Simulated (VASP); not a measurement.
# GaSb (F-43m) in VASP: a series of runs

The runs below take GaSb through single point, with r2SCAN, r2SCAN+D4.

Everything below comes from runs of VASP 6.6.1. Logs are shortened: lines on timing, memory, paths and dates and some standing lists are left out, and cuts for length are marked.

**Experimental background.**

From a printed reference work, data compilation, for a bulk crystal of GaSb at 4.2 K: band gap 0.811 eV (direct).

How close the calculation comes is told below.

### Step 1. The cell of the first run

It takes space group F-43m (No. 216, cubic). Conventional cell: a = 6.131 Å, b = 6.131 Å, c = 6.131 Å, α = 90.00°, β = 90.00°, γ = 90.00°. Within 3.5 Å of Ga (site symmetry -43m) lie 4 Sb at 2.65 Å. Within 3.5 Å of Sb (site symmetry -43m) lie 4 Ga at 2.65 Å.

### Step 2. Single point, r2SCAN

The input, POSCAR:

```
GaSb
1.0
    0.0000000000      3.0656941618      3.0656941618
    3.0656941618      0.0000000000      3.0656941618
    3.0656941618      3.0656941618      0.0000000000
Ga Sb
1 1
Direct
    0.0000000000      0.0000000000      0.0000000000
    0.7500000000      0.7500000000      0.7500000000
```

The input, INCAR.step1:

```
PREC = Accurate
ENCUT = 520
ISMEAR = 0
SIGMA = 0.05
LREAL = F
LASPH = T
NELM = 100
NBANDS = 16
GGA = PE
ALGO = Normal
EDIFF = 1E-4
LWAVE = T
LCHARG = F
```

The input, INCAR.step2:

```
PREC = Accurate
ENCUT = 520
EDIFF = 1E-7
ISMEAR = 0
SIGMA = 0.05
LREAL = F
LASPH = T
NELM = 100
ALGO = Normal
ISIF = 2
LWAVE = F
LCHARG = F
METAGGA = R2SCAN
LMIXTAU = T
NBANDS = 16
ISTART = 1
```

The input, KPOINTS:

```
Automatic mesh
0
Gamma
  6 6 6
```

Potentials or basis: VASP PAW PBE potentials, release 64 (Ga_d, Sb).

Started as:

```sh
> cat potpaw_PBE.64/Ga_d/POTCAR potpaw_PBE.64/Sb/POTCAR > POTCAR
> cp INCAR.step1 INCAR
> mpirun -np 1 vasp_std > vasp.out
> cp INCAR.step2 INCAR
> mpirun -np 1 vasp_std > vasp.out
```

OUTCAR:

```text
PREC = Accurate
   ENCUT = 520
   EDIFF = 1E-7
   ISMEAR = 0
   LREAL = F
   LASPH = T
   NELM = 100
   ISIF = 2
   METAGGA = R2SCAN
   ISTART = 1

 ion  position               nearest neighbor table
   1  0.000  0.000  0.000-   2 2.65   2 2.65   2 2.65   2 2.65
   2  0.750  0.750  0.750-   1 2.65   1 2.65   1 2.65   1 2.65

  LATTYP: Found a face centered cubic cell.
 ALAT       =     6.1313883236

  Lattice vectors:

 A1 = (   0.0000000000,   3.0656941618,   3.0656941618)
 A2 = (   3.0656941618,   0.0000000000,   3.0656941618)
 A3 = (   3.0656941618,   3.0656941618,   0.0000000000)

Analysis of symmetry for initial positions (statically):
=====================================================================
 Subroutine PRICEL returns:
 Original cell was already a primitive cell.

 Routine SETGRP: Setting up the symmetry group for a
 face centered cubic supercell.

 Subroutine GETGRP returns: Found 24 space group operations
 (whereof 24 operations were pure point group operations)
 out of a pool of 48 trial point group operations.

The static configuration has the point symmetry T_d .

Analysis of symmetry for dynamics (positions and initial velocities):
=====================================================================
 Subroutine PRICEL returns:
 Original cell was already a primitive cell.

 Routine SETGRP: Setting up the symmetry group for a
 face centered cubic supercell.

 Subroutine GETGRP returns: Found 24 space group operations
 (whereof 24 operations were pure point group operations)
 out of a pool of 48 trial point group operations.

The dynamic configuration has the point symmetry T_d .

 Subroutine INISYM returns: Found 24 space group operations
 (whereof 24 operations are pure point group operations),
 and found     1 'primitive' translations

----------------------------------------------------------------------------------------

                                     Primitive cell

  volume of cell :      57.6257

  direct lattice vectors                    reciprocal lattice vectors
     0.000000000  3.065694162  3.065694162    -0.163095199  0.163095199  0.163095199
     3.065694162  0.000000000  3.065694162     0.163095199 -0.163095199  0.163095199
     3.065694162  3.065694162  0.000000000     0.163095199  0.163095199 -0.163095199

  length of vectors
     4.335546262  4.335546262  4.335546262     0.282489171  0.282489171  0.282489171

  position of ions in fractional coordinates (direct lattice)
     0.000000000  0.000000000  0.000000000
     0.750000000  0.750000000  0.750000000

  ion indices of the primitive-cell ions
   primitive index   ion index
                 1           1
                 2           2

----------------------------------------------------------------------------------------

 KPOINTS: Automatic mesh

Automatic generation of k-mesh.
 Grid dimensions read from file:
 generate k-points for:    6    6    6

 Generating k-lattice:

  Cartesian coordinates                     Fractional coordinates (reciprocal lattice)
    -0.027182533  0.027182533  0.027182533     0.166666667  0.000000000  0.000000000
     0.027182533 -0.027182533  0.027182533     0.000000000  0.166666667  0.000000000
     0.027182533  0.027182533 -0.027182533     0.000000000  0.000000000  0.166666667

  Length of vectors
     0.047081529  0.047081529  0.047081529

  Shift w.r.t. Gamma in fractional coordinates (k-lattice)
     0.000000000  0.000000000  0.000000000

 Subroutine IBZKPT returns following result:
 ===========================================

 Found     16 irreducible k-points:

 Following reciprocal coordinates:
            Coordinates               Weight
  0.000000  0.000000  0.000000      1.000000
  0.166667  0.000000  0.000000      8.000000
  0.333333  0.000000  0.000000      8.000000
  0.500000  0.000000  0.000000      4.000000
  0.166667  0.166667  0.000000      6.000000
  0.333333  0.166667  0.000000     24.000000
[... 8 lines left out ...]
 -0.333333  0.333333  0.166667     24.000000
 -0.333333  0.500000  0.166667     12.000000
   k-points           NKPTS =     16   k-points in BZ     NKDIM =     16   number of bands    NBANDS=     16
   number of dos      NEDOS =    301   number of ions     NIONS =      2
   total plane-waves  NPLWV =  32768
   dimension x,y,z NGX =    32 NGY =   32 NGZ =   32
   dimension x,y,z NGXF=    64 NGYF=   64 NGZF=   64
   ions per type =               1   1
   NGX,Y,Z   is equivalent  to a cutoff of  12.27, 12.27, 12.27 a.u.
   NGXF,Y,Z  is equivalent  to a cutoff of  24.54, 24.54, 24.54 a.u.
 SYSTEM =  unknown system
   PREC   = accura    normal or accurate (medium, high low for compatibility)
   ISTART =      1    job   : 0-new  1-cont  2-samecut
   ICHARG =      0    charge: 1-file 2-atom 10-const
   ISPIN  =      1    spin polarized calculation?
   LNONCOLLINEAR =      F non collinear calculations
   LSORBIT =      F    spin-orbit coupling
   LASPH  =      T    aspherical Exc in radial PAW
   ENCUT  =  520.0 eV  38.22 Ry    6.18 a.u.   8.06  8.06  8.06*2*pi/ulx,y,z
   NELM   =    100;   NELMIN=  2; NELMDL=  0     # of ELM steps
   EDIFF  = 0.1E-06   stopping-criterion for ELM
   LREAL  =      F    real-space projection
   EDIFFG = 0.1E-05   stopping-criterion for IOM
   NSW    =      0    number of steps for IOM
   IBRION =     -1    ionic relax: 0-MD 1-quasi-New 2-CG
   NFREE  =      0    steps in history (QN), initial steepest desc. (CG)
   ISIF   =      2    stress and relaxation
   ISYM   =      2    0-nonsym 1-usesym 2-fastsym
   POTIM  = 0.5000    time-step for ionic-motion
   TEBEG  =    0.0;   TEEND  =   0.0 temperature during run
   PSTRESS=    0.0 pullay stress
   NELECT =      18.0000    total number of electrons
   NUPDOWN=      -1.0000    fix difference up-down
   EMIN   =  10.00;   EMAX   =-10.00  energy-range for DOS
   EFERMI =   0.00;   METHOD = LEGACY
   ISMEAR =     0;   SIGMA  =   0.05  broadening in eV -4-tet -1-fermi 0-gaus
   EFERMI_NEDOS =   21; number of points for ismear=-14 and -15
   IALGO  =     38    algorithm
   IMIX   =      4    mixing-type and parameters
     AMIX     =   0.40;   BMIX     =  1.00
     AMIX_MAG =   1.60;   BMIX_MAG =  1.00
  volume/ion in A,a.u.               =      28.81       194.44
  Fermi-wavevector in a.u.,A,eV,Ry     =   1.110777  2.099064 16.787213  1.233825
  Thomas-Fermi vector in A             =   2.247332
   LORBIT       =      0    0 simple, 1 ext, 2 COOP (PROOUT), +10 PAW based schemes
   METAGGA = R2SCAN    functional components
   LHFCALC =     F    Hartree Fock is set to
   AEXX    =    0.0000 exact exchange contribution
   IVDW    =     0    specifies the selected vdW correction
   LEPSILON=     F    determine dielectric tensor
   LRPA    =     F    only Hartree local field effects (RPA)
 non-spin polarized calculation
 Gauss-broadening in eV      SIGMA  =   0.05
  energy-cutoff  :      520.00
  volume of cell :       57.63
 maximum number of plane-waves:      1572
   NGX = 17   NGY = 17   NGZ = 17

 number of electron      17.9999989 magnetization

 Free energy of the ion-electron system (eV)
  ---------------------------------------------------
  ext. energy  EPLUGINS =         0.00000000
  ---------------------------------------------------
  free energy    TOTEN  =       -37.57900905 eV

  energy without entropy =      -37.57900905  energy(sigma->0) =      -37.57900905

 E-fermi :   4.8268     XC(G=0):  -9.6877

 val. band max:        4.6236597517   @ k =   0.0000   0.0000   0.0000
 cond. band min:       5.0229456151   @ k =   0.0000   0.0000   0.0000
 fundamental gap:      0.3992858634
 Fermi energy:         4.8267755663

 k-point     1 :       0.0000    0.0000    0.0000
  band No.  band energies     occupation
      1     -10.8708      2.00000
      2     -10.8708      2.00000
      3     -10.8707      2.00000
      4     -10.8149      2.00000
      5     -10.8149      2.00000
      6      -7.2603      2.00000
[... 8 lines left out ...]
     15      13.6277      0.00000
     16      13.6277      0.00000

 k-point     2 :       0.1667    0.0000    0.0000
  band No.  band energies     occupation
      1     -10.8782      2.00000
      2     -10.8675      2.00000
      3     -10.8675      2.00000
      4     -10.8152      2.00000
      5     -10.8152      2.00000
      6      -6.9649      2.00000
[... 8 lines left out ...]
     15      12.6609      0.00000
     16      12.6609      0.00000

 k-point     3 :       0.3333    0.0000    0.0000
  band No.  band energies     occupation
      1     -10.8927      2.00000
      2     -10.8617      2.00000
      3     -10.8617      2.00000
      4     -10.8151      2.00000
      5     -10.8151      2.00000
      6      -6.1769      2.00000
[... 8 lines left out ...]
     15      13.1920      0.00000
     16      13.1920      0.00000

 k-point     4 :       0.5000    0.0000    0.0000
  band No.  band energies     occupation
      1     -10.8997      2.00000
      2     -10.8592      2.00000
      3     -10.8592      2.00000
      4     -10.8146      2.00000
      5     -10.8146      2.00000
      6      -5.5555      2.00000
[... 8 lines left out ...]
     15      15.0983      0.00000
     16      15.0983      0.00000
[... 172 lines left out ...]
 k-point    14 :       0.5000    0.3333    0.1667
  band No.  band energies     occupation
      1     -10.9049      2.00000
      2     -10.8551      2.00000
      3     -10.8522      2.00000
      4     -10.8205      2.00000
      5     -10.8133      2.00000
      6      -5.5000      2.00000
[... 8 lines left out ...]
     15      14.1742      0.00000
     16      16.2352      0.00000

 k-point    15 :      -0.3333    0.3333    0.1667
  band No.  band energies     occupation
      1     -10.9082      2.00000
      2     -10.8542      2.00000
      3     -10.8494      2.00000
      4     -10.8197      2.00000
      5     -10.8145      2.00000
      6      -4.9411      2.00000
[... 8 lines left out ...]
     15      15.6654      0.00000
     16      15.8789      0.00000

 k-point    16 :      -0.3333    0.5000    0.1667
  band No.  band energies     occupation
      1     -10.9131      2.00000
      2     -10.8505      2.00000
      3     -10.8459      2.00000
      4     -10.8231      2.00000
      5     -10.8129      2.00000
      6      -4.6409      2.00000
[... 8 lines left out ...]
     15      15.1668      0.00000
     16      16.5811      0.00000

------------------------ aborting loop because EDIFF is reached ----------------------------------------

  FORCE on cell =-STRESS in cart. coord.  units (eV):
  Direction    XX          YY          ZZ          XY          YZ          ZX
  --------------------------------------------------------------------------------------
  -------------------------------------------------------------------------------------
  Total        0.0366273      0.0366273      0.0366273      0.0000000     -0.0000000     -0.0000000
  in kB        1.0183546      1.0183546      1.0183546      0.0000000     -0.0000000     -0.0000000
  external PRESSURE =       1.0183546 kB  Pullay stress =       0.0000000 kB

 VOLUME and BASIS-vectors are now :
 -----------------------------------------------------------------------------
  energy-cutoff  :      520.00
  volume of cell :       57.63
      direct lattice vectors                 reciprocal lattice vectors
     0.000000000  3.065694162  3.065694162    -0.163095199  0.163095199  0.163095199
     3.065694162  0.000000000  3.065694162     0.163095199 -0.163095199  0.163095199
     3.065694162  3.065694162  0.000000000     0.163095199  0.163095199 -0.163095199

 POSITION                                       TOTAL-FORCE (eV/Angst)
 -----------------------------------------------------------------------------------
      0.00000      0.00000      0.00000        -0.000000     -0.000000     -0.000000
      4.59854      4.59854      4.59854         0.000000      0.000000      0.000000
 -----------------------------------------------------------------------------------
    total drift:                                0.000002      0.000002      0.000002

  FREE ENERGIE OF THE ION-ELECTRON SYSTEM (eV)
  ---------------------------------------------------
  free  energy   TOTEN  =       -37.5790090549 eV

  energy  without entropy=      -37.5790090549  energy(sigma->0) =      -37.57900905
```

Run time: 23 s. Hardware: 1 thread of Intel Xeon 6975P-C (Granite Rapids), shared host; peak memory 0.19 GiB.

What came out:

| Quantity | Value |
| --- | --- |
| Free energy | -37.5790 eV |
| Pressure | 0.1 GPa |
| Band gap on the k mesh | 0.40 eV, direct |

Levels at points of the mesh, in eV from the valence-band top:
```tsv
k point	band 6	band 7	band 8	band 9	band 10	band 11	band 12	band 13
(0.00, 0.00, 0.00)	-11.88	0.00	0.00	0.00	0.40	2.98	2.98	2.98
(0.50, 0.00, 0.00)	-10.18	-6.55	-1.20	-1.20	0.67	4.01	4.01	6.92
(0.50, 0.50, 0.00)	-9.30	-7.02	-2.67	-2.67	1.12	1.49	9.22	9.22
```

Caveat: the PAW data sets were made with another functional, which shifts forces and pressure a little; spin-orbit coupling is left out, which moves the levels of the heavy elements.

(Continued in part 2 of 3.)
